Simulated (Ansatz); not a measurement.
# How CaSe (Fm-3m) expands on warming, part 2 of 2

Wanted: α(T), C_P(T) and B(T) of CaSe in the quasi-harmonic approximation.

Measurements to reproduce:
- heat capacity C_P per formula unit 48.1 J/mol/K near room temperature (given in “High-Throughput Prediction of Finite-Temperature Properties using the Quasi-Harmonic Approximation”, 2016, arXiv:1603.06924)

Ansatz 0.2.0; DFT r2SCAN, scalar-relativistic, plane waves, PAW.

So far. Step 2 (Probe on a coarse mesh): The start is under 0.62 GPa at this level and looks like an insulator or semiconductor on this mesh. The relaxed cell has a = 5.935 Å (conventional setting).

The database entry behind the starting cell differs from later determinations by our own check (0.1 to 0.3 % short, probably kX units), so it need not match the best structure at ambient conditions.

## Step 4: Tight relaxation

The relaxation is repeated with tighter thresholds on force and stress, since phonons are sensitive to what is left; a change of mesh or smearing in the input moves the cell too.

The input, input.yaml:

```yaml
crystal:
  lattice:
    - [0.0, 2.967390835, 2.967390835]
    - [2.967390835, 0.0, 2.967390835]
    - [2.967390835, 2.967390835, 0.0]
  atoms:
    - { symbol: Ca, position: [0.0, 0.0, 0.0] }
    - { symbol: Se, position: [0.5, 0.5, 0.5] }
kpoints:
  mp_grid: { grid: [8, 8, 8] }
hamiltonian:
  xc: r2scan
scf:
  occupations: { method: fixed }
  lower_state_search: "off"
output:
  forces: true
  stress: true
  eigenvalues: true
  write_density: true
  write_potential: true
  elf: true
  volumetric_format: npy
relax:
  adjacent_minimum: "off"
  f_tol: 0.001
  max_steps: 60
  cell: { stress_tol: 0.01 }
```

The run is started by

```sh
ansatz run input.yaml --threads 4 --pin off --max-ram 16384MiB --backend cpu --events-out ev --progress --plain --runs-dir out
```

Numbers of over 12 decimals in the logs are rounded to 6 here.

The program printed:

```text
[...]
Crystal: 2 atoms, lattice volume = 52.258 Å³
Basis set: ecut = 500 eV, 1363 PW (Γ), exchange–correlation on 128×128×128 points (64 copies of the dense FFT grid, shifted against one another)
Bands: 17, of which v1, the nominal top of the filled ones, is band 13 counted from 1 (12 counted from 0)
Symmetry: 48 space group operations
[...]
k-points: 29 of 512
[...]
SCF iter   1: F=-7304.434457 eV  HF=-7304.413319 eV  |F-HF|=2.11e-2  |Δ(HF+E_count)|=         —  Δρ=5.69e-3  dr2=2.56e-2  dr2_τ=8.94e-3  ethr=1.77e-3  ⟨swp⟩=4.1  Hψ=2501  notcnv=0  defer=17
[...]
SCF iter   6: F=-7304.449084 eV  HF=-7304.449084 eV  |F-HF|=1.18e-8  |Δ(HF+E_count)|=   4.50e-8  Δρ=4.89e-6  dr2=1.14e-8  dr2_τ=1.12e-9  ethr=3.85e-10  ⟨swp⟩=10.5  Hψ=4001  notcnv=0
SCF 1 converged in 6 iterations: F = -7304.449084 eV  dr2 = 1.14e-8
  Residual-converged pass: ⟨swp⟩=1.0  Hψ=609  notcnv=0  max |occ|·‖R‖ = 7.1e-9 eV (tolerance 1.0e-8 eV)  dr2=1.14e-8  dr2_τ=1.12e-9  dr2_onsite=1.59e-8  max |Δocc| = 0.0e0
[...]
relax step   1: F+E_penalty+E_count = -7304.44908436 eV  Δ(F+E_penalty+E_count) = +0.000e0 eV  max|allowed force component| = 6.968e-30 eV/Å  Δτ_max = 0.0000 Å  P = -0.004 GPa  Ω = 52.258 Å³  (6 SCF iters, dr2 threshold 1.00e-7 eV, accepted)
[...]
SCF iter   5: F=-7304.449084 eV  HF=-7304.449084 eV  |F-HF|=9.09e-13  |Δ(HF+E_count)|=  7.28e-12  Δρ=3.95e-8  dr2=2.76e-13  dr2_τ=7.81e-14  ethr=1.00e-12  ⟨swp⟩=6.6  Hψ=3185  notcnv=0
SCF 2 converged in 5 iterations: F = -7304.449084 eV  dr2 = 2.76e-13
relax step   2: F+E_penalty+E_count = -7304.44908437 eV  Δ(F+E_penalty+E_count) = -6.450e-9 eV  max|allowed force component| = 4.470e-30 eV/Å  Δτ_max = 0.0000 Å  P = -0.004 GPa  Ω = 52.258 Å³  stress off target by 4.32e-3 GPa  SCF on the basis re-selected at this cell (its energy is not comparable with the rows above)  (5 SCF iters)
[...]
SCF converged after 5 iterations
Free energy (F): -7304.449084 eV
[...]
Internal energy: -7304.449084 eV  (E = F + TS)
E sigma→0 (E₀):  -7304.449084 eV
Fermi energy:    6.701295 eV
[...]
--- Stress (GPa, compression-positive) ---
       -0.004318       0.000000      -0.000000
        0.000000      -0.004318       0.000000
        0.000000      -0.000000      -0.004318
  P = ⅓ Tr σ = -0.0043 GPa (-0.043 kbar)
--- Band table (eV; the first three rows and the last of 29) ---
  k-point 0: bands = [... 9 lower, -5.4535, 6.7013, 6.7013, 6.7013, 10.7861, 10.9257, 10.9257, 10.9257]
  k-point 1: bands = [... 9 lower, -5.3600, 5.9823, 6.4746, 6.4746, 10.8902, 11.1421, 11.1421, 11.6683]
  k-point 2: bands = [... 9 lower, -5.1227, 4.7581, 6.0279, 6.0279, 10.9949, 11.6745, 11.6745, 12.9224]
  k-point 28: bands = [... 9 lower, -4.7737, 4.7338, 4.7338, 5.0582, 11.6278, 11.6278, 12.5637, 13.0385]
--- Relaxed structure (1 steps of the walk, 1 accepted, 1 SCFs on fresh bases) ---
[...]
cell:  # Å, volume = 52.2582 Å³
    - [0.0, 2.967390835, 2.967390835]
    - [2.967390835, 0.0, 2.967390835]
    - [2.967390835, 2.967390835, 0.0]
  atoms:
    - { symbol: Ca, position: [0.0, 0.0, 0.0] }
    - { symbol: Se, position: [0.500000, 0.500000, 0.500000] }
```

Run time: 3 s. Hardware: 4 threads of Arm Neoverse V1, shared host; peak memory 0.49 GiB.

Little changed from the start: no atom moved by 0.005 Å and no cell edge by 0.1 %.

This step gave:

* pressure: -0.004318 GPa

Valence density in the ac plane of the conventional cell at fractional y = 0.000, with atoms of Ca and Se within 0.2 Å of it. It is the smooth field of the valence electrons, not physical close to the nuclei.

Values in e/Å³, 16 rows by 16 columns, each cell a mean:
```
 6  3  1  0  0  1  2 13 20  5  1  0  0  0  2  5
 2  1  0  0  0  0  1  2  3  1  1  0  0  0  1  2
 0  0  0  0  0  0  0  1  1  0  0  0  0  0  0  0
 0  0  0  0  0  0  0  0  0  0  0  0  0  0  0  0
 0  0  0  0  0  0  0  0  0  0  0  0  0  0  0  0
 1  1  0  0  0  0  0  1  1  1  0  0  0  0  1  1
 8  3  1  0  0  0  1  3  4  2  1  0  0  0  1  5
31  8  1  0  0  0  2  6  6  4  1  0  0  1  3 20
20  5  1  0  0  0  2  5  6  3  1  0  0  1  2 13
 3  1  1  0  0  0  1  2  2  1  0  0  0  0  1  2
 1  0  0  0  0  0  0  0  0  0  0  0  0  0  0  1
 0  0  0  0  0  0  0  0  0  0  0  0  0  0  0  0
 0  0  0  0  0  0  0  0  0  0  0  0  0  0  0  0
 1  1  0  0  0  0  1  1  1  1  0  0  0  0  0  1
 4  2  1  0  0  0  1  5  8  3  1  0  0  0  1  3
 6  4  1  0  0  1  3 20 31  8  1  0  0  0  2  6
```
Columns run along a (5.9 Å), rows up along c (5.9 Å), edges of the conventional cell, whose origin can differ from the input's. Atoms in or near the plane, at fractional coordinates: Ca at (0.00, 0.00), Ca at (0.50, 0.50), Se at (0.50, 0.00), Se at (0.00, 0.50).

Electrostatic potential energy in the ac plane of the conventional cell at fractional y = 0.000, with atoms of Ca and Se within 0.2 Å of it. With pseudopotentials it is smooth inside the atoms' cores, unlike the true potential.

Ten even steps from '0' (-56 eV) to '9' (11 eV), each cell a mean:
```
0269986887799840
4689997677899874
8899999888999988
9999999999999999
9999999999999999
7899998667899987
7689986214799877
8779984001699878
8779984002699868
7789987446899976
8899998888999998
9999999999999999
9999999999999999
6789998778999986
1479987776899862
0169987887799840
```
Columns run along a (5.9 Å; values clipped at the 3rd and 97th percentile), rows up along c (5.9 Å), edges of the conventional cell, whose origin can differ from the input's. Atoms in or near the plane, at fractional coordinates: Ca at (0.00, 0.00), Ca at (0.50, 0.50), Se at (0.50, 0.00), Se at (0.00, 0.50).

ELF in the ac plane of the conventional cell at fractional y = 0.000, with atoms of Ca and Se within 0.2 Å of it. It is the smooth field of the valence electrons, not physical close to the nuclei.

Values, 16 rows by 16 columns, each cell a mean:
```
0.82 0.84 0.56 0.13 0.56 0.80 0.73 0.43 0.33 0.62 0.80 0.73 0.24 0.31 0.78 0.83
0.81 0.69 0.28 0.09 0.51 0.77 0.79 0.73 0.71 0.78 0.80 0.69 0.21 0.14 0.54 0.78
0.35 0.21 0.06 0.06 0.35 0.66 0.77 0.80 0.80 0.79 0.74 0.52 0.14 0.04 0.14 0.31
0.24 0.23 0.19 0.10 0.14 0.35 0.51 0.56 0.56 0.54 0.43 0.21 0.08 0.14 0.21 0.24
0.74 0.72 0.61 0.36 0.10 0.06 0.09 0.13 0.15 0.11 0.07 0.06 0.21 0.52 0.69 0.73
0.79 0.80 0.77 0.61 0.19 0.06 0.28 0.56 0.61 0.44 0.14 0.07 0.43 0.74 0.80 0.80
0.55 0.71 0.80 0.72 0.23 0.21 0.69 0.84 0.84 0.79 0.44 0.11 0.54 0.79 0.78 0.62
0.20 0.55 0.79 0.74 0.24 0.35 0.81 0.82 0.79 0.84 0.61 0.15 0.56 0.80 0.71 0.33
0.33 0.62 0.80 0.73 0.24 0.31 0.78 0.83 0.82 0.84 0.56 0.13 0.56 0.80 0.73 0.43
0.71 0.78 0.80 0.69 0.21 0.14 0.54 0.78 0.81 0.69 0.28 0.09 0.51 0.77 0.79 0.73
0.80 0.79 0.74 0.52 0.14 0.04 0.14 0.31 0.35 0.21 0.06 0.06 0.35 0.66 0.77 0.80
0.56 0.54 0.43 0.21 0.08 0.14 0.21 0.24 0.24 0.23 0.19 0.10 0.14 0.35 0.51 0.56
0.15 0.11 0.07 0.06 0.21 0.52 0.69 0.73 0.74 0.72 0.61 0.36 0.10 0.06 0.09 0.13
0.61 0.44 0.14 0.07 0.43 0.74 0.80 0.80 0.79 0.80 0.77 0.61 0.19 0.06 0.28 0.56
0.84 0.79 0.44 0.11 0.54 0.79 0.78 0.62 0.55 0.71 0.80 0.72 0.23 0.21 0.69 0.84
0.79 0.84 0.61 0.15 0.56 0.80 0.71 0.33 0.20 0.55 0.79 0.74 0.24 0.35 0.81 0.82
```
Columns run along a (5.9 Å), rows up along c (5.9 Å), edges of the conventional cell, whose origin can differ from the input's. Atoms in or near the plane, at fractional coordinates: Ca at (0.00, 0.00), Ca at (0.50, 0.50), Se at (0.50, 0.00), Se at (0.00, 0.50).

The residual pressure is -0.0043 GPa, small enough for phonons.

## Step 5: Phonons on strained cells

The study relaxes the crystal at several strains, solves the phonons on some of them and minimises the free energy at each temperature (static energy, vibrations, the electrons in a metal, and PV under a set pressure); the q-mesh sets how far the force constants reach.

input.yaml, the sections that differ from step 4:

```yaml
output:
  eigenvalues: true
phonons:
  method: dfpt
  qmesh: [4, 4, 4]
  temperatures: { t_max: 800.0, t_step: 50 }
  thermal_expansion: {}
# crystal, kpoints, hamiltonian, scf: as in step 4
# relax: removed
```

The program printed:

```text
[...]
Crystal: 2 atoms, lattice volume = 52.258 Å³
Basis set: ecut = 580 eV, 1639 PW (Γ), exchange–correlation on 216×216×216 points (216 copies of the dense FFT grid, shifted against one another)
Bands: 17, of which v1, the nominal top of the filled ones, is band 13 counted from 1 (12 counted from 0)
Symmetry: 48 space group operations
[...]
k-points: 29 of 512
[...]
SCF iter   1: F=-7304.435040 eV  HF=-7304.413864 eV  |F-HF|=2.12e-2  |Δ(HF+E_count)|=         —  Δρ=5.72e-3  dr2=2.56e-2  dr2_τ=8.96e-3  ethr=1.77e-3  ⟨swp⟩=4.2  Hψ=2509  notcnv=0  defer=21
[...]
SCF iter   8: F=-7304.449696 eV  HF=-7304.449696 eV  |F-HF|=1.27e-11  |Δ(HF+E_count)|=  5.07e-10  Δρ=1.08e-7  dr2=4.69e-12  dr2_τ=2.73e-13  ethr=1.00e-12  ⟨swp⟩=6.6  Hψ=3335  notcnv=0
SCF 1 converged in 8 iterations: F = -7304.449696 eV  dr2 = 4.69e-12
[...]
relax step   1: F+E_penalty+E_count = -7304.44969639 eV  Δ(F+E_penalty+E_count) = +0.000e0 eV  max|allowed force component| = 6.574e-30 eV/Å  Δτ_max = 0.0000 Å  (8 SCF iters, accepted)
SCF converged after 8 iterations
Free energy (F): -7304.449696 eV
[...]
Internal energy: -7304.449696 eV  (E = F + TS)
E sigma→0 (E₀):  -7304.449696 eV
Fermi energy:    6.701269 eV
[...]
--- Stress (GPa, compression-positive) ---
       -0.005453       0.000000      -0.000000
        0.000000      -0.005453       0.000000
       -0.000000       0.000000      -0.005453
  P = ⅓ Tr σ = -0.0055 GPa (-0.055 kbar)
--- Band table (eV; the first three rows and the last of 29) ---
  k-point 0: bands = [... 9 lower, -5.4535, 6.7013, 6.7013, 6.7013, 10.7861, 10.9258, 10.9258, 10.9258]
  k-point 1: bands = [... 9 lower, -5.3600, 5.9823, 6.4746, 6.4746, 10.8902, 11.1422, 11.1422, 11.6683]
  k-point 2: bands = [... 9 lower, -5.1227, 4.7581, 6.0279, 6.0279, 10.9949, 11.6746, 11.6746, 12.9224]
  k-point 28: bands = [... 9 lower, -4.7737, 4.7338, 4.7338, 5.0582, 11.6278, 11.6278, 12.5636, 13.0384]
── thermal expansion: 3 new cells, 3 in all ──
thermal expansion: relaxation of cell 2
thermal expansion: relaxation of cell 3
── thermal expansion: 2 new cells, 5 in all ──
thermal expansion: relaxation of cell 4
thermal expansion: phonons of cell 4
thermal expansion: relaxation of cell 5
thermal expansion: phonons of cell 5
── thermal expansion: 5 new cells, 10 in all ──
thermal expansion: relaxation of cell 6
thermal expansion: relaxation of cell 7
thermal expansion: relaxation of cell 8
thermal expansion: relaxation of cell 9
thermal expansion: relaxation of cell 10
thermal expansion: phonons of cell 6
thermal expansion: phonons of cell 7
--- Relaxed structure (1 steps of the walk, 1 accepted, 0 SCFs on fresh bases) ---
  F+E_penalty+E_count = -7304.44969639 eV   max|allowed force component| = 6.574e-30 eV/Å
  atoms:
    - { symbol: Ca, position: [0.0, 0.0, 0.0] }
    - { symbol: Se, position: [0.500000, 0.500000, 0.500000] }
--- Thermal expansion: 10 cells in 3 rounds, 0 GPa ---
  no lower state was looked for at cell 4: scf.lower_state_search: off
  without vibrations: a 4.19637, b 4.19637, c 4.19637 Å, V 52.2526 Å³, B 51.98 GPa
  at 0 K: a 4.20372, b 4.20372, c 4.20372 Å, V 52.5274 Å³, B 51.25 GPa
  zero-point expansion: a +0.175, b +0.175, c +0.175, V +0.526 %
      T/K        a/Å        b/Å        c/Å       V/Å³ | expansion of a, b, c, V (1e-6/K)   | that of V in the mean from 25 °C | C_P, C_V (J/mol K of the cell) | B_T, B_S (GPa)
     0.00    4.20372    4.20372    4.20372    52.5274 |    0.00    0.00    0.00    0.00 |   31.04 |     0.000     0.000 |    51.25    51.25
   100.00    4.20546    4.20546    4.20546    52.5926 |    9.96    9.96    9.96   29.87 |   40.50 |    34.263    34.120 |    50.78    51.00
   200.00    4.21069    4.21069    4.21069    52.7893 |   13.97   13.97   13.97   41.91 |   43.96 |    45.595    45.039 |    49.74    50.35
   298.15    4.21677    4.21677    4.21677    53.0180 |   15.25   15.25   15.25   45.74 |       - |    48.604    47.636 |    48.64    49.63
   350.00    4.22015    4.22015    4.22015    53.1458 |   15.68   15.68   15.68   47.04 |   46.47 |    49.439    48.248 |    48.05    49.24
   450.00    4.22692    4.22692    4.22692    53.4020 |   16.36   16.36   16.36   49.08 |   47.69 |    50.534    48.899 |    46.88    48.44
   550.00    4.23397    4.23397    4.23397    53.6697 |   16.97   16.97   16.97   50.92 |   48.80 |    51.337    49.232 |    45.67    47.63
   650.00    4.24129    4.24129    4.24129    53.9486 |   17.58   17.58   17.58   52.75 |   49.88 |    52.035    49.424 |    44.44    46.78
   750.00    4.24889    4.24889    4.24889    54.2390 |   18.22   18.22   18.22   54.66 |   50.97 |    52.703    49.544 |    43.16    45.92
   800.00    4.25280    4.25280    4.25280    54.3888 |   18.55   18.55   18.55   55.66 |   51.52 |    53.039    49.587 |    42.51    45.47
  the static fit leaves 0.001 meV an atom of the energies and, of the stresses, 0.000 GPa of each cell's largest along a strain (root mean squares over the cells), whose Pulay part it has at -0.006 GPa
  vibrations' free energy: its fit passes through its cells
  the electrons' free energy at temperature is not in it: every band gap is over 0.83 eV
  free energies summed between the sampled wave vectors
  estimated error of the fitted expansion in any direction: up to 0.028e-6/K, at 800 K, with few degrees of freedom (an estimate, not a bound: it was exceeded on models of known expansion)
  by sums over the sampled wave vectors an expansion of the volume parts by up to 0.22e-6/K
  by a static energy of one degree less an expansion of the volume parts by up to 0.06e-6/K
  band gaps on the cells' k-points are 2.445 to 2.674 eV
```

It took 1.6 h on 4 threads; peak memory 4.3 GiB.

Numbers from this step:

- pressure: -0.005453 GPa
- volume expansion coefficient at 298 K: 45.74 1e-6/K
- C_P at 298 K: 24.30 J/mol-atom/K
- entropy at 298 K: 35.28 J/mol-atom/K
- isothermal bulk modulus at 298 K: 48.64 GPa
- Grüneisen parameter at 298 K: 1.491
- volume at 298 K: 26.51 Å³/atom
- principal linear expansion coefficients at 298 K: 15.25, 15.25, 15.25 1e-6/K

Strained cells of the study; zero-point energy where phonons were solved; the pressures are stresses at a fixed cutoff and can carry an offset from the finite basis. Expansion cells, by row:

```tsv
cell	|a| (Å)	|b| (Å)	|c| (Å)	V (Å³/atom)	E - E_lowest (meV/atom)	pressure, compression positive (GPa)	gap (eV)	zero-point energy (meV/atom)
1	4.197	4.197	4.197	26.13	0	-0.012	2.517	-
2	4.23	4.23	4.23	26.76	2.403	-1.194	2.57	-
3	4.163	4.163	4.163	25.51	2.442	1.293	2.46	-
4	4.197	4.197	4.197	26.13	0	-0.017	2.517	28.18
5	4.218	4.218	4.218	26.53	0.964	-0.77	2.551	27.52
6	4.246	4.246	4.246	27.07	5.193	-1.718	2.594	26.63
7	4.271	4.271	4.271	27.55	11.5	-2.478	2.63	25.86
8	4.155	4.155	4.155	25.36	3.824	1.636	2.445	-
9	4.176	4.176	4.176	25.74	0.933	0.785	2.482	-
10	4.305	4.305	4.305	28.22	23.78	-3.419	2.674	-
```

Quasi-harmonic; a, b, c are the run's own cell vectors. Expansion, by row:

```tsv
T (K)	a (Å)	b (Å)	c (Å)	alpha (deg)	beta (deg)	gamma (deg)	cell volume (Å³/cell)	alpha_a (1e-6/K)	alpha_b (1e-6/K)	alpha_c (1e-6/K)	alpha_V (1e-6/K)	C_P (J/mol-atom/K)	C_V (J/mol-atom/K)	S (J/mol-atom/K)	B_T (GPa)	B_S (GPa)	Grueneisen	extrapolation	fit error (1e-6/K)
0	4.204	4.204	4.204	60	60	60	52.53	0	0	0	0	0	0	0	51.25	51.25	-	0	0
50	4.204	4.204	4.204	60	60	60	52.54	3.78	3.78	3.78	11.34	7.562	7.556	3.104	51.17	51.21	1.215	0	0
100	4.205	4.205	4.205	60	60	60	52.59	9.96	9.96	9.96	29.87	17.13	17.06	11.73	50.78	51	1.408	0	0
150	4.208	4.208	4.208	60	60	60	52.68	12.67	12.67	12.67	38	21.04	20.86	19.53	50.28	50.69	1.453	0	0.01
200	4.211	4.211	4.211	60	60	60	52.79	13.97	13.97	13.97	41.91	22.8	22.52	25.85	49.74	50.35	1.471	0	0.01
250	4.214	4.214	4.214	60	60	60	52.9	14.73	14.73	14.73	44.2	23.74	23.36	31.05	49.19	49.99	1.483	0	0.01
298.1	4.217	4.217	4.217	60	60	60	53.02	15.25	15.25	15.25	45.74	24.3	23.82	35.28	48.64	49.63	1.491	0	0.01
300	4.217	4.217	4.217	60	60	60	53.02	15.26	15.26	15.26	45.79	24.32	23.83	35.43	48.62	49.62	1.492	0	0.01
350	4.22	4.22	4.22	60	60	60	53.15	15.68	15.68	15.68	47.04	24.72	24.12	39.21	48.05	49.24	1.499	0	0.01
400	4.223	4.223	4.223	60	60	60	53.27	16.03	16.03	16.03	48.1	25.02	24.32	42.53	47.47	48.84	1.506	0	0.01
450	4.227	4.227	4.227	60	60	60	53.4	16.36	16.36	16.36	49.08	25.27	24.45	45.5	46.88	48.44	1.513	0	0.01
500	4.23	4.23	4.23	60	60	60	53.53	16.67	16.67	16.67	50.01	25.48	24.55	48.17	46.28	48.04	1.52	0	0.01
550	4.234	4.234	4.234	60	60	60	53.67	16.97	16.97	16.97	50.92	25.67	24.62	50.61	45.67	47.63	1.527	0	0.01
600	4.238	4.238	4.238	60	60	60	53.81	17.28	17.28	17.28	51.83	25.85	24.67	52.85	45.06	47.21	1.534	0	0.01
650	4.241	4.241	4.241	60	60	60	53.95	17.58	17.58	17.58	52.75	26.02	24.71	54.92	44.44	46.78	1.541	0	0.02
700	4.245	4.245	4.245	60	60	60	54.09	17.9	17.9	17.9	53.69	26.18	24.75	56.86	43.8	46.35	1.548	0	0.02
750	4.249	4.249	4.249	60	60	60	54.24	18.22	18.22	18.22	54.66	26.35	24.77	58.67	43.16	45.92	1.555	0	0.02
800	4.253	4.253	4.253	60	60	60	54.39	18.55	18.55	18.55	55.66	26.52	24.79	60.38	42.51	45.47	1.563	0	0.03
```

The expansion coefficient by temperature; values in 1e-6/K:

```tsv
temperature (K)	volume	principal 1
0	0	0
50	11.3	3.78
100	29.9	9.96
150	38	12.7
200	41.9	14.0
250	44.2	14.7
298	45.7	15.2
300	45.8	15.3
350	47.0	15.7
400	48.1	16.0
450	49.1	16.4
500	50.0	16.7
550	50.9	17.0
600	51.8	17.3
650	52.8	17.6
700	53.7	17.9
750	54.7	18.2
800	55.7	18.6
```

At 298 K the volume expansion is 45.7 × 10⁻⁶/K and B_T is 48.6 GPa. The program raised the cutoff to 580 eV by itself: with no cutoff typed, the study takes about 1.16 times the default for its relaxations and scales it with the volume for the phonons.

## Step 6: What came out

- settings of these figures: r2SCAN, 580 eV, k 8×8×8, q 4×4×4
- volume expansion coefficient at 298 K: 45.74 1e-6/K
- C_P at 298 K: 24.30 J/mol-atom/K
- entropy at 298 K: 35.28 J/mol-atom/K
- isothermal bulk modulus at 298 K: 48.64 GPa
- Grüneisen parameter at 298 K: 1.491
- volume at 298 K: 26.51 Å³/atom
- principal linear expansion coefficients at 298 K: 15.25, 15.25, 15.25 1e-6/K

**Reading.** Near room temperature CaSe expands by 45.7 × 10⁻⁶/K in volume by r2SCAN, with C_P = 24.3 J/(mol K) per mole of atoms and B_T = 48.6 GPa. C_P at room temperature is 97 % of the classical 3R an atom. A measured heat capacity per formula unit near room temperature is 48.1 J/mol/K (arXiv:1603.06924); the calculated 48.6 J/mol/K differs by +1 %. The PAW files were made for PBE and are used here under another functional, for which the program regenerates the frozen cores.

[Logs are printed without paths, hosts, clocks, repeated set-up lines and the standing remarks that a program may print on its own settings, such as how far it seeks lower states.]

[Hosts, paths, dates, database ids (printed as entryN), source tags and the programs' standing remarks are cut or masked in the printed files.]

[A step with changed settings may run another functional than the one named; its input shows which.]
